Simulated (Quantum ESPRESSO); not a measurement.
Crystal: K.

```
K
1.0
    -2.69756    2.69756    2.69756
     2.69756   -2.69756    2.69756
     2.69756    2.69756   -2.69756
K
1
Cartesian
  0.0000 0.0000 0.0000
```

```yaml
Program: Quantum ESPRESSO 7.5
Task: relaxation of cell and atoms
Functional: revPBE
Dispersion: D2
Potentials_or_basis: PseudoDojo 0.4.1 SR PBE standard
Cutoff: 1007 eV
Density_cutoff: 4027 eV
k_mesh: 7 × 7 × 7
Occupations: fermi-dirac, width 0.05 eV
Spin: no spin polarisation
```

At the start: pressure -0.3 GPa; volume 78.52 Å³/atom.

Q: How do energy, volume and symmetry change on relaxing?

A: Over 3 steps the energy falls by 7.8 meV/atom and the volume is 69.86 Å³/atom (-11.0 %); space group Im-3m (No. 229, to 0.05 Å).

Step by step:
```
step  energy change (eV)  largest force (eV/Å)  pressure (GPa)  volume (Å³)
   1              0.0000                0.0000           -0.30        78.52
   2             -0.0009                0.0000           -0.28        78.03
   3             -0.0078                0.0000            0.03        69.86
```

Final structure:
```
CELL_PARAMETERS angstrom
-2.59449 2.59449 2.59449
2.59449 -2.59449 2.59449
2.59449 2.59449 -2.59449
ATOMIC_POSITIONS crystal
K 0.00000 0.00000 0.00000
```

Caveat: the potentials were made for another functional, which shifts forces and pressure; pairwise dispersion overbinds metals, which lowers pressure and volume.
